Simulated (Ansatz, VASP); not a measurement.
**Fe: VASP beside Ansatz**

INCAR

```
ALGO = Normal
EDIFF = 1E-7
ENCUT = 520
GGA = PE
ISIF = 2
ISMEAR = -1
ISPIN = 2
LASPH = True
LCHARG = False
LMAXMIX = 4
LORBIT = 11
LREAL = False
LWAVE = False
MAGMOM = 3
NBANDS = 14
NELM = 150
PREC = Accurate
SIGMA = 0.03
```

Contents of KPOINTS:

```
k-points
0
Gamma
  17 17 17
```

Contents of POSCAR:

```
Fe
1.0
    0.0000000000      1.8636234232      1.8636234232
    1.8636234232      0.0000000000      1.8636234232
    1.8636234232      1.8636234232      0.0000000000
Fe
1
Direct
    0.0000000000      0.0000000000      0.0000000000
```

Input for Ansatz:

```yaml
crystal:
  lattice:
    - [0.0, 1.8636234232, 1.8636234232]
    - [1.8636234232, 0.0, 1.8636234232]
    - [1.8636234232, 1.8636234232, 0.0]
  atoms:
    - { symbol: Fe, position: [0.0, 0.0, 0.0], spin: 3.0 }
magnetization:
  spin_polarized: true
kpoints:
  mp_grid: { grid: [17, 17, 17] }
scf:
  occupations: { method: fermi_dirac, width: 0.03 }
hamiltonian:
  xc: pbe
  pseudopotentials: { kind: all_electron, lapw: { basis_error: 0.00025 } }
output:
  forces: true
  stress: true
  eigenvalues: true
```

Change from the starting cell: volume scaled by 1.06.

Alike in both runs: task single point; functional PBE; k mesh 17 × 17 × 17; occupations fermi-dirac, width 0.03 eV; collinear spin.

|  | VASP | Ansatz |
| --- | --- | --- |
| version | VASP 6.6.1 | Ansatz 0.2.0 |
| potentials or method | VASP PAW PBE potentials, release 64 (Fe) | all-electron LAPW, scalar-relativistic |
| plane-wave cutoff (eV) | 520 | see its input |

VASP gave:

```
pressure (GPa)                                                : -10.4
net moment per atom (μB)                                      : 2.67
size of the moment on the site where the two differ most (μB) : 2.68
```

What did Ansatz give for the same quantities?

Pressure (GPa): -10.3; net moment per atom (μB): 2.67; size of the moment on the site where the two differ most (μB): 2.73.

Site moments also hang on the region over which each program counts them. Ansatz ran all-electron here, so the differences hold the error of VASP's frozen core and of both bases.
